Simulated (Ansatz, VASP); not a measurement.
## AlN: VASP beside Ansatz

```
CELL_PARAMETERS angstrom
-2.03548 2.03548 4.06972
2.03548 -2.03548 4.06972
2.03548 2.03548 -4.06972
ATOMIC_POSITIONS crystal
Al 0.62500 0.62500 0.50000
Al 0.12500 0.12500 0.50000
Al 0.37500 0.87500 0.00000
Al 0.87500 0.37500 0.00000
N 0.37500 0.37500 0.50000
N 0.87500 0.87500 0.50000
N 0.12500 0.62500 0.00000
N 0.62500 0.12500 0.00000
```

Alike in both runs: functional PBE; k mesh 6 × 6 × 6; occupations gaussian, width 0.1 eV; no spin polarisation.

Ansatz relaxed the structure, and its values are those at the end. VASP's run is a single point on that final structure, the one shown.

|  | VASP | Ansatz |
| --- | --- | --- |
| version | VASP 6.6.1 | Ansatz 0.2.0 |
| potentials or method | VASP PAW PBE potentials, release 64 (Al, N) | scalar-relativistic, plane waves, PAW |
| plane-wave cutoff (eV) | 520 | 420 |
| valence electrons in the cell | 32 | 32 |

```tsv
	VASP	Ansatz	Ansatz less VASP
gap on the k mesh at the Fermi level (eV)	4.41	4.43	+0.022
least direct gap on the mesh (eV)	4.41	4.43	+0.022
pressure (GPa)	-0.3	0.0	+0.27
```

The functional is the same, so the differences come from potentials, cutoffs and numerics.

A k mesh can miss the band edges.
